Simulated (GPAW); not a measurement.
Runs of GPAW 26.7.0 on InP. The structure is cubic, space group F-43m (No. 216). The conventional cell has a = 5.861 Å, b = 5.861 Å, c = 5.861 Å, α = 90.00°, β = 90.00°, γ = 90.00°. Around In (site symmetry -43m) lie 4 P at 2.54 Å. P (site symmetry -43m) has 4 In at 2.54 Å as nearest neighbours. 

```tsv
task	level	potentials or basis	cell	k mesh	cutoff (eV)	smearing	optimizer	fmax	max steps	convergence	target pressure	mesh quality	gap on the mesh (eV)	pressure (GPa)	relaxed volume (Å³/atom)
relaxation of cell and atoms	PBEsol+D3(BJ)	PAW data sets generated in the run's folder for this functional, pw	relaxed	8 × 8 × 8	600	fermi-dirac 0.05 eV	BFGS	0.02 eV/Å	60	density=1e-05 forces=0.0001	-	not flagged	0.73	0.0	24.60
relaxation of cell and atoms	PBEsol+D4	PAW data sets generated in the run's folder for this functional, pw	relaxed	8 × 8 × 8	600	fermi-dirac 0.05 eV	BFGS	0.02 eV/Å	60	density=1e-05 forces=0.0001	-	not flagged	0.68	0.0	(a)
relaxation of cell and atoms	PBEsol	PAW data sets generated in the run's folder for this functional, pw	relaxed to 30 GPa	8 × 8 × 8	600	fermi-dirac 0.05 eV	BFGS	0.02 eV/Å	60	density=1e-05 forces=0.0001	30 GPa	not flagged	1.11	30.0	-
relaxation of cell and atoms	PBEsol	PAW data sets generated in the run's folder for this functional, pw	relaxed to 5 GPa	8 × 8 × 8	600	fermi-dirac 0.05 eV	BFGS	0.02 eV/Å	60	density=1e-05 forces=0.0001	5 GPa	not flagged	(b)	5.0	-
```

Alike in all rows: no spin polarisation.

Q: Estimate the missing entries.

A: (a) 24.86; (b) 0.92.

Caveats: later steps reuse the first step's grids; spin-orbit coupling is left out, which moves the levels of the heavy elements; the volume moved by over 15 % at a fixed basis, so the end points are rough (some runs).

A k mesh can miss the band edges, and the runs leave out spin-orbit coupling on In.
